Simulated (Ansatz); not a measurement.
**Si2Mo: the band gap up the ladder of functionals**

One table from this session's results is given with a row withheld; the runs are named, their logs left out.

Program: Ansatz 0.2.0. PAW datasets, plane waves. Computed at 0 K without zero-point motion; spin polarisation is off.

### Starting point

The cell was relaxed beforehand with r2SCAN.

Space group P6_222 (No. 180), hexagonal; conventional cell a = 4.584 Å, c = 6.577 Å, 13.30 Å³ an atom. Near Si stand 5 Si at 2.55–2.67 Å and 5 Mo at 2.57–2.67 Å; near Mo stand 10 Si at 2.57–2.67 Å.

The structure in full:

```xyz
9
Lattice="4.5840 0.0000 0.0000 -2.2920 3.9699 0.0000 0.0000 0.0000 6.5771" Properties=species:S:1:pos:R:3 pbc="T T T"
Si   -1.1653    3.3194    5.4809
Si    1.1267    0.6505    1.0962
Si    2.2920    2.6688    3.2885
Si    3.4573    0.6505    5.4809
Si    1.1653    3.3194    1.0962
Si    0.0000    1.3010    3.2885
Mo    2.2920    0.0000    3.2885
Mo   -1.1460    1.9849    1.0962
Mo    1.1460    1.9849    5.4809
```

Set-up of the first run:

Contents of input.yaml:

```yaml
crystal:
  lattice:
    - [4.5840216862, 0.0, 0.0]
    - [-2.2920108431, 3.9698792317, 0.0]
    - [0.0, 0.0, 6.5770742336]
  atoms:
    - { symbol: Si, position: [0.1638644045, 0.8361355955, 0.8333333333] }
    - { symbol: Si, position: [0.327728809, 0.1638644045, 0.1666666667] }
    - { symbol: Si, position: [0.8361355955, 0.672271191, 0.5] }
    - { symbol: Si, position: [0.8361355955, 0.1638644045, 0.8333333333] }
    - { symbol: Si, position: [0.672271191, 0.8361355955, 0.1666666667] }
    - { symbol: Si, position: [0.1638644045, 0.327728809, 0.5] }
    - { symbol: Mo, position: [0.5, 0.0, 0.5] }
    - { symbol: Mo, position: [0.0, 0.5, 0.1666666667] }
    - { symbol: Mo, position: [0.5, 0.5, 0.8333333333] }
kpoints:
  mp_grid: { grid: [6, 6, 4] }
  band_path:
    path:
      - [[0.0, 0.0, 0.0], [0.5, 5.284064045902e-17, 2.992111026935e-19], [0.3333333333333, 0.3333333333333, 1.994740684623e-19], [0.0, 0.0, 0.0], [-6.10508741514e-36, -1.871178634925e-36, 0.5], [0.5, 5.280427864713e-17, 0.5], [0.3333333333333, 0.3333333333333, 0.5], [-6.10508741514e-36, -1.871178634925e-36, 0.5]]
      - [[0.5, 5.280427864713e-17, 0.5], [0.5, 5.284064045902e-17, 2.992111026935e-19]]
      - [[0.3333333333333, 0.3333333333333, 0.5], [0.3333333333333, 0.3333333333333, 1.994740684623e-19]]
    npoints: 10
hamiltonian:
  xc: pbe
scf:
  occupations: { method: fermi_dirac, width: 0.02 }
  n_extra_bands: 6
output:
  forces: true
  stress: true
  eigenvalues: true
  write_density: true
  write_potential: true
  elf: true
  volumetric_format: npy
```

Launch:

```console
$ ansatz run input.yaml --threads 4 --pin off --max-ram 7372MiB --backend cpu --events-out ev --progress --plain --runs-dir out
```

Steps of the session up to this table: PBE band path; Single point with r2SCAN; HSE06 at the same geometry; Single point with PBE+SOC; PBE0; LDA.

One table of the session follows, with a row left open; its other results are not shown here.

| level | gap (eV) |
| --- | --- |
| PBE | 0.05 |
| r2SCAN | 0.16 |
| HSE06 | 0.54 |
| PBE+SOC | 0.05 |
| PBE0 | 1.17 |
| LDA | ? |

Estimate the missing values for LDA.

**Answer.** gap (eV): 0.03. In the column «gap (eV)» it is the lowest.

Meshes: PBE 6×6×4, r2SCAN 6×6×4, HSE06 6×6×2, PBE+SOC 6×6×4, PBE0 6×6×2, LDA 6×6×4

The gap runs from 0.03 eV (LDA) to 1.17 eV (PBE0). Against HSE06, PBE is short by 0.49 eV, at 10 % of it, and r2SCAN 29 %. PBE0 lies 0.63 eV above HSE06, which differs from it by screening the long-range exchange.

To keep in mind: Warnings in the runs' records: stress scf threshold loose, stress exchange threshold loose.
